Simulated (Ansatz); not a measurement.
**ZnS (Wurtzite-2H) under changes of volume**

One of the cells (19.603 Å³/atom); the others are scaled copies at fixed shape and fractional positions:

```
CELL_PARAMETERS angstrom
3.81100 0.00000 0.00000
-1.90550 3.30042 0.00000
0.00000 0.00000 6.23400
ATOMIC_POSITIONS crystal
Zn 0.66667 0.33333 0.50000
Zn 0.33333 0.66667 0.00000
S 0.66667 0.33333 0.88500
S 0.33333 0.66667 0.38500
```

```yaml
Program: Ansatz 0.2.0
Functional: LDA
Potentials_or_basis: all-electron LAPW, scalar-relativistic
Cutoff: 265 eV (chosen from the basis error)
Basis_error_allowed: 0.002 eV/atom
k_mesh: 8 × 8 × 5
Occupations: fermi-dirac, width 0.05 eV
Spin: no spin polarisation
```

| volume (Å³/atom) | energy over the lowest point (meV/atom) | pressure (GPa) | gap on the mesh (eV) | largest force (eV/Å) |
| --- | --- | --- | --- | --- |
| 18.427 | 0.14 | 1.0 | 2.29 | 0.374 |
| 18.819 | 0.00 | -0.8 | 2.19 | 0.346 |
| 19.211 | 4.05 | -2.4 | 2.09 | 0.319 |
| 19.603 | ? | ? | ? | ? |
| 19.995 | 22.97 | -5.2 | 1.90 | 0.272 |
| 20.387 | 37.06 | -6.3 | 1.81 | 0.251 |
| 20.779 | 53.80 | -7.3 | 1.72 | 0.231 |

What does the run at 19.603 Å³/atom give?

Energy over the lowest point 11.85 meV/atom; pressure -3.9 GPa; gap on the mesh 1.99 eV; largest force 0.295 eV/Å.

Worked out: A Birch-Murnaghan fit of order 3 (a polynomial in V^(-2/3)) to the other rows has its minimum at 18.63 Å³/atom with B0 = V·E''(V) = 86 GPa and B' = 4.5 at fixed shape and positions, which overstates the stiffness. It gives 11.84 meV/atom at 19.603 Å³/atom, against the run's 11.85, and -dE/dV = -3.9 GPa, against -3.9. A straight line through the other rows of the gap, of slope -4.75 eV per unit of ln V (its deformation potential), gives 2.00 eV, against the run's 1.99.

Energies are extrapolated to zero smearing.
